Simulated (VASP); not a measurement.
SnTe, 2 atoms in the cell. It takes space group Pm-3m (No. 221, cubic). Conventional cell: a = 3.905 Å, b = 3.905 Å, c = 3.905 Å, α = 90.00°, β = 90.00°, γ = 90.00°. Sn (site symmetry m-3m) is surrounded by 8 Te at 3.38 Å. Te (site symmetry m-3m) is surrounded by 8 Sn at 3.38 Å. Measurements of this composition are mostly on another form, of space group No. 225.

* Program: VASP 6.6.1
* Task: single point
* Functional: PBE
* Dispersion: D3(BJ)
* Potentials or basis: VASP PAW PBE potentials, release 64 (Sn_d, Te)
* Cutoff: 520 eV
* k mesh: 6 × 6 × 6
* Occupations: gaussian, width 0.1 eV
* Spin: no spin polarisation
* Dipole correction: no
* Further INCAR settings: ALGO = Normal; EDIFF = 1e-07; NBANDS = 17

Potentials or basis: VASP PAW PBE potentials, release 64 (Sn_d, Te).

Run with:

```bash
$ cat potpaw_PBE.64/Sn_d/POTCAR potpaw_PBE.64/Te/POTCAR > POTCAR
$ mpirun -np 1 vasp_std > vasp.out
```

Hardware: 1 thread of AMD EPYC 7R43 64-Core Processor (Zen 3) (shared host).

Problem. How long does it take, and how much memory?

Solution. Run time: 23 s on 1 thread of AMD EPYC 7R43 64-Core Processor (Zen 3), on a shared host, peak memory 0.15 GiB. Counts: scf iterations 15, k points 20.
